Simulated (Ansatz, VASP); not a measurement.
## Two plane-wave programs on CsPbBr3

```
CELL_PARAMETERS angstrom
5.87000 0.00000 0.00000
0.00000 5.87000 0.00000
0.00000 0.00000 5.87000
ATOMIC_POSITIONS crystal
Cs 0.00000 0.00000 0.00000
Pb 0.50000 0.50000 0.50000
Br 0.00000 0.50000 0.50000
Br 0.50000 0.00000 0.50000
Br 0.50000 0.50000 0.00000
```

Measurements of this composition are mostly on another form, of space group No. 62.

Alike in both runs: task single point; functional PBEsol; k mesh 6 × 6 × 6; occupations gaussian, width 0.05 eV; no spin polarisation.

```csv
,VASP,Ansatz
version,VASP 6.6.1,Ansatz 0.2.0
potentials or method,"VASP PAW PBE potentials, release 64 (Cs_sv, Pb_d, Br)","scalar-relativistic, plane waves, PAW"
plane-wave cutoff (eV),520,420
valence electrons in the cell,44,44
```

```csv
,VASP,Ansatz,Ansatz less VASP
gap on the k mesh at the Fermi level (eV),1.43,1.43,-0.001
least direct gap on the mesh (eV),1.43,1.43,-0.001
pressure (GPa),0.0,0.0,0.00
```

With one functional, cell and mesh, what is left measures potentials, basis and numerics.

Caveats: the PAW data sets were made with another functional, which shifts forces and pressure a little (VASP); spin-orbit coupling is left out, which as a rule narrows the gap of such compounds by several tenths of an eV. A k mesh can miss the band edges.
